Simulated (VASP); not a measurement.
A run of VASP 6.6.1 is set up as follows.

run.py

```python
from ase.calculators.vasp import Vasp
from ase.dft.bandgap import bandgap
from ase.io import read

atoms = read('POSCAR')
calc = Vasp(
    directory='calc',
    xc='pbesol',
    pp='PBE',
    setups='gw',
    prec='Accurate',
    encut=550,
    ediff=1e-07,
    ismear=0,
    sigma=0.05,
    lreal=False,
    lasph=True,
    nelm=100,
    algo='Normal',
    isif=2,
    lwave=False,
    lcharg=True,
    lelf=True,
    lvhar=True,
    kpts=[8, 8, 8],
    gamma=True,
    nbands=14,
)
atoms.calc = calc

print('energy (eV):', atoms.get_potential_energy())
print('free energy (eV):', atoms.get_potential_energy(force_consistent=True))
print('forces (eV/A):')
print(atoms.get_forces())
print('stress (eV/A^3, Voigt):', atoms.get_stress())
print('Fermi level (eV):', calc.get_fermi_level())
gap, top, bottom = bandgap(calc)
print('band gap (eV):', gap, 'from (spin, k, band)', top, 'to', bottom)
```

The input POSCAR:

```
TiAl
1.0
    3.1790640000      0.0000000000      0.0000000000
    0.0000000000      3.1790640000      0.0000000000
    0.0000000000      0.0000000000      3.1790640000
Ti Al
1 1
Direct
    0.0000000000      0.0000000000      0.0000000000
    0.5000000000      0.5000000000      0.5000000000
```

Potentials or basis: VASP PAW PBE potentials, release 64 (Ti_sv_GW, Al_GW).

Command:

```sh
$ python run.py
```

(1) Estimate the pressure.

(2) Estimate the band gap on the k mesh.

Results:

(1) -3.1 GPa.

(2) none (metal or under the smearing width).

Caveat: the PAW data sets were made with another functional, which shifts forces and pressure a little.
